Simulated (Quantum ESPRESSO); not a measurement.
Write the native input for Quantum ESPRESSO 7.5 that does the following.

| Item | Value |
| --- | --- |
| Task | band structure |
| Functional | PBE |
| Potentials or basis | PseudoDojo 0.4.1 SR PBE standard |
| Cutoff | 1306 eV |
| Density cutoff | 5225 eV |
| k mesh | 11 × 11 × 11 |
| Occupations | fermi-dirac, width 0.05 eV |
| Spin | collinear spin, ferromagnetic start |
| Starting moments | [2.0, 0.0] μB |
| Mixing beta | 0.3 |
| Most SCF iterations | 120 |
| SCF threshold | 4e-10 Ry |

The system is CoO.

```xyz
2
Lattice="0.0000 2.1315 2.1315 2.1315 0.0000 2.1315 2.1315 2.1315 0.0000" Properties=species:S:1:pos:R:3 pbc="T T T"
Co    0.0000    0.0000    0.0000
O     2.1315    2.1315    2.1315
```

These files were run (other wordings do the same):

pw.in

```
&CONTROL
  calculation = 'scf'
  prefix = 'pwscf'
  outdir = './tmp'
  pseudo_dir = './pseudo'
  tprnfor = .true.
  tstress = .true.
  disk_io = 'low'
/
&SYSTEM
  ibrav = 0
  nat = 2
  ntyp = 2
  ecutwfc = 96
  nbnd = 21
  occupations = 'smearing'
  smearing = 'fd'
  degauss = 0.00367493
  nspin = 2
  starting_magnetization(1) = 0.1176
  starting_magnetization(2) = 0
/
&ELECTRONS
  conv_thr = 4d-10
  electron_maxstep = 120
  mixing_beta = 0.3
/
ATOMIC_SPECIES
Co    58.9332 Co.upf
O     15.9990 O.upf
CELL_PARAMETERS bohr
   0.0000000000    4.0279512346    4.0279512346
   4.0279512346    0.0000000000    4.0279512346
   4.0279512346    4.0279512346    0.0000000000
ATOMIC_POSITIONS bohr
Co     0.0000000000    0.0000000000    0.0000000000
O      4.0279512346    4.0279512346    4.0279512346
K_POINTS automatic
11 11 11 0 0 0
```

pp_density.in

```
&INPUTPP
  prefix = 'pwscf'
  outdir = './tmp'
  filplot = 'density.dat'
  plot_num = 0
/
&PLOT
  nfile = 1
  filepp(1) = 'density.dat'
  iflag = 3
  output_format = 6
  fileout = 'density.cube'
/
```

pp_potential.in

```
&INPUTPP
  prefix = 'pwscf'
  outdir = './tmp'
  filplot = 'potential.dat'
  plot_num = 11
/
&PLOT
  nfile = 1
  filepp(1) = 'potential.dat'
  iflag = 3
  output_format = 6
  fileout = 'potential.cube'
/
```

pp_spin.in

```
&INPUTPP
  prefix = 'pwscf'
  outdir = './tmp'
  filplot = 'spin.dat'
  plot_num = 6
/
&PLOT
  nfile = 1
  filepp(1) = 'spin.dat'
  iflag = 3
  output_format = 6
  fileout = 'spin.cube'
/
```

pp_elf.in

```
&INPUTPP
  prefix = 'pwscf'
  outdir = './tmp'
  filplot = 'elf.dat'
  plot_num = 8
/
&PLOT
  nfile = 1
  filepp(1) = 'elf.dat'
  iflag = 3
  output_format = 6
  fileout = 'elf.cube'
/
```

bands.in

```
&CONTROL
  calculation = 'bands'
  prefix = 'pwscf'
  outdir = './tmp'
  pseudo_dir = './pseudo'
  disk_io = 'low'
  verbosity = 'high'
/
&SYSTEM
  ibrav = 0
  nat = 2
  ntyp = 2
  ecutwfc = 96
  nbnd = 21
  occupations = 'smearing'
  smearing = 'fd'
  degauss = 0.00367493
  nspin = 2
  starting_magnetization(1) = 0.1176
  starting_magnetization(2) = 0
/
&ELECTRONS
  conv_thr = 1d-08
  electron_maxstep = 120
  mixing_beta = 0.3
  diago_full_acc = .true.
/
ATOMIC_SPECIES
Co    58.9332 Co.upf
O     15.9990 O.upf
CELL_PARAMETERS bohr
   0.0000000000    4.0279512346    4.0279512346
   4.0279512346    0.0000000000    4.0279512346
   4.0279512346    4.0279512346    0.0000000000
ATOMIC_POSITIONS bohr
Co     0.0000000000    0.0000000000    0.0000000000
O      4.0279512346    4.0279512346    4.0279512346
K_POINTS crystal
60
 0.0000000000  0.0000000000  0.0000000000 1
 0.0625000000  0.0000000000  0.0625000000 1
 0.1250000000  0.0000000000  0.1250000000 1
 0.1875000000  0.0000000000  0.1875000000 1
 0.2500000000  0.0000000000  0.2500000000 1
 0.3125000000  0.0000000000  0.3125000000 1
 0.3750000000  0.0000000000  0.3750000000 1
 0.4375000000  0.0000000000  0.4375000000 1
 0.5000000000  0.0000000000  0.5000000000 1
 0.5000000000  0.0625000000  0.5625000000 1
 0.5000000000  0.1250000000  0.6250000000 1
 0.5000000000  0.1875000000  0.6875000000 1
 0.5000000000  0.2500000000  0.7500000000 1
 0.4375000000  0.3125000000  0.7500000000 1
 0.3750000000  0.3750000000  0.7500000000 1
 0.3375000000  0.3375000000  0.6750000000 1
 0.3000000000  0.3000000000  0.6000000000 1
 0.2625000000  0.2625000000  0.5250000000 1
 0.2250000000  0.2250000000  0.4500000000 1
 0.1875000000  0.1875000000  0.3750000000 1
 0.1500000000  0.1500000000  0.3000000000 1
 0.1125000000  0.1125000000  0.2250000000 1
 0.0750000000  0.0750000000  0.1500000000 1
 0.0375000000  0.0375000000  0.0750000000 1
 0.0000000000  0.0000000000  0.0000000000 1
 0.0625000000  0.0625000000  0.0625000000 1
 0.1250000000  0.1250000000  0.1250000000 1
 0.1875000000  0.1875000000  0.1875000000 1
 0.2500000000  0.2500000000  0.2500000000 1
 0.3125000000  0.3125000000  0.3125000000 1
 0.3750000000  0.3750000000  0.3750000000 1
 0.4375000000  0.4375000000  0.4375000000 1
 0.5000000000  0.5000000000  0.5000000000 1
 0.5250000000  0.4500000000  0.5250000000 1
 0.5500000000  0.4000000000  0.5500000000 1
 0.5750000000  0.3500000000  0.5750000000 1
 0.6000000000  0.3000000000  0.6000000000 1
 0.6250000000  0.2500000000  0.6250000000 1
 0.5833333333  0.2500000000  0.6666666667 1
 0.5416666667  0.2500000000  0.7083333333 1
 0.5000000000  0.2500000000  0.7500000000 1
 0.5000000000  0.2857142857  0.7142857143 1
 0.5000000000  0.3214285714  0.6785714286 1
 0.5000000000  0.3571428571  0.6428571429 1
 0.5000000000  0.3928571429  0.6071428571 1
 0.5000000000  0.4285714286  0.5714285714 1
 0.5000000000  0.4642857143  0.5357142857 1
 0.5000000000  0.5000000000  0.5000000000 1
 0.4821428571  0.4821428571  0.5357142857 1
 0.4642857143  0.4642857143  0.5714285714 1
 0.4464285714  0.4464285714  0.6071428571 1
 0.4285714286  0.4285714286  0.6428571429 1
 0.4107142857  0.4107142857  0.6785714286 1
 0.3928571429  0.3928571429  0.7142857143 1
 0.3750000000  0.3750000000  0.7500000000 1
 0.6250000000  0.2500000000  0.6250000000 1
 0.5937500000  0.1875000000  0.5937500000 1
 0.5625000000  0.1250000000  0.5625000000 1
 0.5312500000  0.0625000000  0.5312500000 1
 0.5000000000  0.0000000000  0.5000000000 1
```

Potentials or basis: PseudoDojo 0.4.1 SR PBE standard.

Launch:

```sh
$ OMP_NUM_THREADS=1 pw.x -in pw.in > pw.out
$ OMP_NUM_THREADS=1 pp.x -in pp_density.in > pp_density.out
$ OMP_NUM_THREADS=1 pp.x -in pp_potential.in > pp_potential.out
$ OMP_NUM_THREADS=1 pp.x -in pp_spin.in > pp_spin.out
$ OMP_NUM_THREADS=1 pp.x -in pp_elf.in > pp_elf.out
$ OMP_NUM_THREADS=1 pw.x -in bands.in > bands.out
```

Results of the run:

```yaml
Pressure: -2.0 GPa
Band_gap_on_the_k_mesh: none (metal or under the smearing width)
Net_moment: 2.99 μB per cell
Absolute_moment: 3.01 μB per cell
Site_moments: Co +2.54; O +0.35 μB
Valence_electrons_inside_the_program's_atomic_spheres: Co 14.62; O 5.78
```

Caveat: a cell with one magnetic atom can't hold antiferromagnetic order, which such compounds often take; semilocal functionals often make such compounds metallic where correlation or magnetic order opens a gap, which also shifts bond lengths.

Run time: 93 s on 1 thread of Intel(R) Xeon(R) Platinum 8488C (Sapphire Rapids) (shared host), peak memory 0.12 GiB.
